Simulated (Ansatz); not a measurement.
Mg2Si: settings compared (Ansatz)

The input file (Ansatz 0.2.0, plane waves):

```yaml
crystal:
  lattice:
    - [0.0, 3.23271, 3.23271]
    - [3.23271, 0.0, 3.23271]
    - [3.23271, 3.23271, 0.0]
  atoms:
    - { symbol: Si, position: [0.0, 0.0, 0.0] }
    - { symbol: Mg, position: [0.25, 0.25, 0.25] }
    - { symbol: Mg, position: [0.75, 0.75, 0.75] }
  symmetry: { tolerance: 0.0003 }
kpoints:
  mp_grid: { grid: [5, 5, 5], shift: [0, 0, 0] }
magnetization:
  spin_polarized: false
scf:
  occupations: { method: fermi_dirac }
hamiltonian:
  pseudopotentials: { kind: paw }
  xc: pbe
basis:
  ecutwfc: 420
output:
  forces: true
  stress: true
  eigenvalues: true
```

Launch command:

```bash
ansatz run input.yaml --threads 1 --pin off --max-ram 2560MiB --backend cpu --events-out ev --progress --plain --runs-dir out
```

Origin of the cell: a database entry, scaled a little.

The smearing width isn't typed, so it takes its default of 0.1 eV.

Output of this run (shortened):

```
Pseudopotentials: kind: paw
Pseudopotential: Si, paw, valence charge 4, recommended cutoff 420 eV (normal), Si.paw.azcp
Pseudopotential: Mg, paw, valence charge 10, recommended cutoff 420 eV (normal), Mg.paw.azcp
Functional definition: PBE
  exchange = pbe_x(kappa = kappa, mu = beta*pi^2/3)
  correlation = pbe_c(beta = beta)
Crystal: 3 atoms, lattice volume = 67.566 Å³
Basis set: ecut = 420 eV, 1363 PW (Γ), exchange–correlation on 64×64×64 points (8 copies of the dense FFT grid, shifted against one another)
Bands: 16, of which v1, the nominal top of the filled ones, is band 12 counted from 1 (11 counted from 0)
Symmetry: 48 space group operations
Space group: Fm-3m (ITA 225), of the structure as read, at distance tolerance 1.2e-3 Å
k-points: 10 of 125
[… 4 lines left out …]
Initial density: superposition of atomic densities (neutral atoms: chi_scale 0, normalization atom), corrected by the library's trained network
Functional: x = pbe(κ = 0.804, μ = 0.219515), c = pbe(β = 0.066725)
SCF iter   1: F=—  HF=-4483.820318 eV  Δρ=3.09e-3  dr2=1.79e-2
SCF iter   2: F=—  HF=-4483.814680 eV  Δρ=8.03e-4  dr2=5.19e-4
SCF iter   3: F=—  HF=-4483.814725 eV  Δρ=3.67e-4  dr2=1.25e-4
SCF iter   4: F=—  HF=-4483.814752 eV  Δρ=1.58e-5  dr2=1.86e-7
SCF iter   5: F=—  HF=-4483.814734 eV  Δρ=3.18e-6  dr2=4.57e-9
SCF iter   6: F=-4483.814734 eV  HF=-4483.814734 eV  Δρ=2.97e-7  dr2=5.59e-11
SCF 1 converged in 6 iterations: F = -4483.814734 eV  dr2 = 5.59e-11
SCF converged after 6 iterations
Free energy (F): -4483.814734 eV
Harris-Foulkes:  -4483.814734 eV  (|F-HF|=5.28e-11)
Internal energy: -4483.805687 eV  (E = F + TS)
E sigma→0 (E₀):  -4483.810211 eV
Entropy (-TS):   -0.009047 eV (-3.016 meV/atom)
Fermi energy:    5.610850 eV
--- Per-component energies (eV) ---
  E_band       = -715.833350
  E_kinetic    = 189.291140
  E_local      = -3440.375124  (includes V_loc(G=0)·N_el)
  E_nonlocal   = 216.570143
  E_hartree    = 1248.895747
  E_xc         = -111.934116
  E_vxc        = -119.962041  (∫ρ·V_xc dr)
  E_paw        = -1097.844963  (= ΣΔE_a)
  E_vpaw       = -59.149231  (= ΣTr[D̂ρ^β])
  E_aug_tail   = -0.000002  (compensation charges beyond the density's cutoff)
  E_ewald      = -1488.408513
  E_smearing   = -0.009047  (= −TS)
  Σ components = -4483.814734   (vs F -4483.814734, Δ=0.00e0)
--- Forces (eV/Å), atoms counted from 1 ---
  atom   1  Si    -0.000000     0.000000     0.000000
  atom   2  Mg     0.000000    -0.000000    -0.000000
  atom   3  Mg    -0.000000     0.000000    -0.000000
  max |Σ_I F_I| component: 2.31e-17 eV/Å
--- Stress (GPa, compression-positive) ---
       -2.349894       0.000000       0.000000
       -0.000000      -2.349894       0.000000
        0.000000      -0.000000      -2.349894
  P = ⅓ Tr σ = -2.3499 GPa (-23.499 kbar)
```

The same input was run again with these changes:

1. `hamiltonian.xc` pbe → pbesol
2. `basis.ecutwfc` 420 → "500 eV"; `scf.n_extra_bands` default → 4
3. `basis.ecutwfc` 420 → "44.1 Ry"; `scf.mixing.preconditioner` default → kerker
4. `scf.mixing` default → { algorithm: anderson, beta: 0.001, ndim: 1 }; `scf.max_iter` default → 50

```
 run        end  SCF iterations  P (GPa)  max force component (eV/Å)  moment (μB)  ΔE(σ→0) (meV/atom)
base  converged               6    -2.35                       0.000            –                   0
   1  converged               6    -3.25                       0.000            –                   –
   2  converged               6    -2.35                       0.000            –               -0.17
   3  converged               7    -2.35                       0.000            –               -0.24
   4  converged              36    -2.35                       0.000            –                0.00
```

Energies are compared only where functional, datasets, charge and starting cell are the same.

Caveats of the base run: the k mesh is coarse if the cell is a metal.

The base run ran for 0.72 s on 1 thread of Arm Neoverse V2, on a shared host, peak memory 0.28 GiB, from the program's own first density.
